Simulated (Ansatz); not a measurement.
System: rutile GeO2. Method: r²SCAN in Ansatz (PAW).

A relaxed, unreconstructed slab of the (101) face has 36 atoms, two equal faces of 23.211 Å² each and an energy of -65278.7860 eV. A bulk cell of 12 atoms with the same orientation and in-plane k mesh has -21761.3042 eV. Energies are extrapolated to zero smearing.

Settings: plane-wave cutoff 500 eV, 6×6×1 k mesh (along the axes of the cell as run), gaussian smearing 0.02 eV, scalar-relativistic PAW data made under PBE.

Worked out: γ = (E_slab − N E_bulk per atom)/2A = [-65278.7860 − 36 × (-21761.3042/12)]/(2 × 23.211) = 0.1104 eV/Å². With 16.022 J/m² per eV/Å² this is 1.77 J/m², or 2.56 eV per surface cell and face.

Ansatz is a quantum-chemistry and plane-wave program.
